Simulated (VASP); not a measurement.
**From VASP inputs to Ansatz: MgI2 (strained 1T (CdI2) bulk)**

INCAR

```
ISMEAR = -1
NBANDS = 15
IBRION = -1
LELF = .TRUE.
LASPH = .TRUE.
ISIF = 2
LCHARG = .TRUE.
LWAVE = .FALSE.
NSW = 0
LREAL = .FALSE.
SIGMA = 0.02
EDIFF = 1E-7
NELM = 120
PREC = Accurate
ENCUT = 520
GGA = PE
```

KPOINTS

```
KPOINTS created by Atomic Simulation Environment
0
Gamma
12 12 4
0 0 0
```

KPOINTS_OPT

```
special points
7
Reciprocal
0.0000000000 0.0000000000 0.0000000000 1
0.5000000000 0.0000000000 0.0000000000 1
0.3333333333 0.3333333333 0.0000000000 1
0.0000000000 0.0000000000 0.5000000000 1
0.5000000000 0.0000000000 0.5000000000 1
0.3333333333 0.3333333333 0.5000000000 1
0.0000000000 0.4583330000 0.3255210000 1
```

POSCAR

```
Mg I
 1.0000000000000000
     3.9909245373066651   -0.0000000000288675    0.0000000000000000
    -1.9954622686283325    3.4562420339086621    0.0000000000000000
     0.0000000000000000    0.0000000000000000    6.5983922245000004
 Mg  I
   1   2
Cartesian
  0.0000000000000000 -0.0000000000000000  0.0000000000000000
  0.0000000000166666  2.3041613559294856  1.6899227697926569
  1.9954622686616652  1.1520806779503090  4.9084694547073440
```

VASP ran with the recommended PBE PAW datasets (16 valence electrons in the cell).

Question: Translate these files to an Ansatz input.

Answer: 

```yaml
crystal:
  lattice:
    - [3.9909245373, 0.0, 0.0]
    - [-1.9954622686, 3.4562420339, 0.0]
    - [0.0, 0.0, 6.5983922245]
  atoms:
    - { symbol: Mg, position: [0.0, 0.0, 0.0] }
    - { symbol: I, position: [0.3333333333, 0.6666666667, 0.2561112938] }
    - { symbol: I, position: [0.6666666667, 0.3333333333, 0.7438887062] }
kpoints:
  mp_grid: { grid: [12, 12, 4] }
  band_path:
    path:
      - [0.0, 0.0, 0.0]
      - [0.5, 0.0, 0.0]
      - [0.3333333333, 0.3333333333, 0.0]
      - [0.0, 0.0, 0.5]
      - [0.5, 0.0, 0.5]
      - [0.3333333333, 0.3333333333, 0.5]
      - [0.0, 0.458333, 0.325521]
    npoints: 1
hamiltonian:
  xc: pbe
scf:
  occupations: { method: fermi_dirac, width: 0.02 }
  n_extra_bands: 4
output:
  forces: true
  stress: true
  eigenvalues: true
```

Other inputs would serve too.

|  | VASP | Ansatz |
| --- | --- | --- |
| gap between bands v and c | 3.41 eV | 3.43 eV |
| least direct gap | 4.02 eV | 4.03 eV |
| pressure | 4.5 GPa | 4.5 GPa |
| largest force | 0.03 eV/Å | 0.04 eV/Å |

Each program uses its own PAW datasets. VASP's cell holds 16 valence electrons and Ansatz's 44. Ansatz's stress includes a Pulay correction; VASP's doesn't.
